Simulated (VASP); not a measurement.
Set up this calculation in VASP 6.6.1, as the native input.

```
Task                   : relaxation of cell and atoms
Functional             : rev-vdW-DF2
Potentials or basis    : VASP PAW PBE potentials, release 64 (Ag, O)
Cutoff                 : 600 eV
k mesh                 : 5 × 5 × 5
Occupations            : fermi-dirac, width 0.05 eV
Spin                   : no spin polarisation
Further INCAR settings : ALGO = Normal; EDIFF = 1e-07; IBRION = 2; EDIFFG = -0.01; NSW = 60; ISIF = 3
```

The structure of Ag2O lies in POSCAR:

```
Ag2O
1.0
    4.7180000000      0.0000000000      0.0000000000
    0.0000000000      4.7180000000      0.0000000000
    0.0000000000      0.0000000000      4.7180000000
Ag O
4 2
Direct
    0.7500000000      0.2500000000      0.7500000000
    0.7500000000      0.7500000000      0.2500000000
    0.2500000000      0.7500000000      0.7500000000
    0.2500000000      0.2500000000      0.2500000000
    0.5000000000      0.5000000000      0.5000000000
    0.0000000000      0.0000000000      0.0000000000
```

One way to write it, as run:

INCAR

```
SYSTEM = Ag2O
  PREC = Accurate
  ENCUT = 600
  EDIFF = 1E-7
  ISMEAR = -1
  SIGMA = 0.05
  LREAL = .FALSE.
  LASPH = .TRUE.
  NELM = 60
  ALGO = Normal
  ISIF = 3
  LWAVE = .FALSE.
  LCHARG = .FALSE.
  GGA = MK
  LUSE_VDW = .TRUE.
  AGGAC = 0.0
  PARAM1 = 0.1234
  PARAM2 = 0.711357
  ZAB_VDW = -1.8867
  IBRION = 2
  NSW = 60
  EDIFFG = -0.01
```

KPOINTS

```
regular mesh
0
G
  5 5 5
  0 0 0
```

Potentials or basis: VASP PAW PBE potentials, release 64 (Ag, O).

Run with:

```console
$ cat potpaw_PBE.64/Ag/POTCAR potpaw_PBE.64/O/POTCAR > POTCAR
$ mpirun -np 1 vasp_std > vasp.out
```

Results of the run:

```
Relaxed volume                         : 17.94 Å³/atom
Relaxed cell                           : a = 4.757 Å, b = 4.757 Å, c = 4.757 Å, α = 90.00°, β = 90.00°, γ = 90.00°
Space group after relaxing (to 0.05 Å) : Pn-3m (No. 224)
Energy gained by relaxing              : 2.8 meV/atom
Ionic steps                            : 3
Pressure after relaxing                : 0.0 GPa
Band gap on the k mesh                 : none (metal or under the smearing width)
```

Caveat: the PAW data sets were made with another functional, which shifts forces and pressure a little.

It took 4.4 min on 1 thread of Intel(R) Xeon(R) Platinum 8488C (Sapphire Rapids) (shared host), peak memory 0.59 GiB.
